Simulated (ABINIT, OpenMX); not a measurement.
**MgO: 5 runs at one level of theory**

```
Mg O
1.0
     0.00000    2.09700    2.09700
     2.09700    0.00000    2.09700
     2.09700    2.09700    0.00000
Mg O
1 1
Direct
  0.00000 0.00000 0.00000
  0.50000 0.50000 0.50000
```

The cell is a database's computed one, not the measured one.

Alike in all runs: task band structure; functional LDA; k mesh 11 × 11 × 11; occupations fermi-dirac, width 0.05 eV; no spin polarisation; no spin-orbit coupling. LDA stands for any of its common fits. Pressure is positive in compression and, in plane waves, holds the error of the finite cutoff. Gaps are the smaller of the mesh's and the band path's.

```tsv
program and potentials	plane-wave cutoff (eV)	notes	band gap (eV)	pressure (GPa)
ABINIT, JTH PAW PBE v2.0	762	potentials made for PBE; 8 valence electrons an atom on average	4.78	-3.41
OpenMX, OpenMX 2013 LDA set, Mg7.0-s3p2d1, O6.0-s2p2d1, grid cutoff 500 Ry	-	atomic basis; 7 valence electrons an atom on average	5.02	-1.01
ABINIT, PseudoDojo NC SR LDA v0.4 stringent	1252	8 valence electrons an atom on average	4.81	-3.83
ABINIT, PseudoDojo NC SR LDA v0.4.1 standard	1143	8 valence electrons an atom on average	?	?
ABINIT, JTH PAW LDA v2.0	626	8 valence electrons an atom on average	4.78	-3.43
```

Problem. Estimate from the other rows what the run with ABINIT, PseudoDojo NC SR LDA v0.4.1 standard gave.

Solution. Band gap 4.82 eV; pressure -4.03 GPa. The other rows, which needn't bracket it: band gap 4.78 to 5.02; pressure -3.83 to -1.01.
